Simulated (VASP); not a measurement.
The system is Te.

```
CELL_PARAMETERS angstrom
4.60135 0.00000 0.00000
-2.30068 3.98489 0.00000
0.00000 0.00000 5.90006
ATOMIC_POSITIONS crystal
Te 0.25670 0.00000 0.33333
Te 0.00000 0.25670 0.66667
Te 0.74330 0.74330 0.00000
```

| Property | Result |
| --- | --- |
| Program | VASP 6.6.1 |
| Task | relaxation of cell and atoms |
| Functional | r2SCAN |
| Dispersion | rVV10 |
| Potentials or basis | VASP PAW PBE potentials, release 64 (Te) |
| Cutoff | 600 eV |
| k mesh | 9 × 9 × 6 |
| Occupations | gaussian, width 0.1 eV |
| Spin | no spin polarisation |

At the start: pressure -0.6 GPa; volume 36.06 Å³/atom.

Problem. How do energy, volume and symmetry change on relaxing?

Solution. Over 12 steps the energy falls by 4.6 meV/atom and the volume is 34.43 Å³/atom (-4.5 %); space group P3_121 (No. 152, to 0.05 Å).

The path:
```tsv
step	energy change (eV)	largest force (eV/Å)	pressure (GPa)	volume (Å³)
1	0.0000	0.0141	-0.63	108.18
2	-0.0032	0.1444	0.28	105.96
3	-0.0036	0.1138	0.06	106.47
4	-0.0064	0.0997	0.06	105.90
5	-0.0121	0.0619	0.09	104.20
6	-0.0085	0.0051	0.36	100.77
7	-0.0132	0.0443	0.16	103.09
8	-0.0125	0.0358	-0.41	104.11
9	-0.0135	0.0173	-0.03	103.43
10	-0.0136	0.0112	-0.02	103.36
11	-0.0137	0.0058	0.00	103.29
12	-0.0137	0.0047	0.00	103.28
```

Final structure:
```
Te
1.0
     4.47765    0.00000    0.00000
    -2.23883    3.87776    0.00000
     0.00000    0.00000    5.94802
Te
3
Cartesian
  1.1864 0.0000 1.9827
  -0.5932 1.0274 3.9653
  1.6456 2.8503 0.0000
```

Caveat: the PAW data sets were made with another functional, which shifts forces and pressure a little.
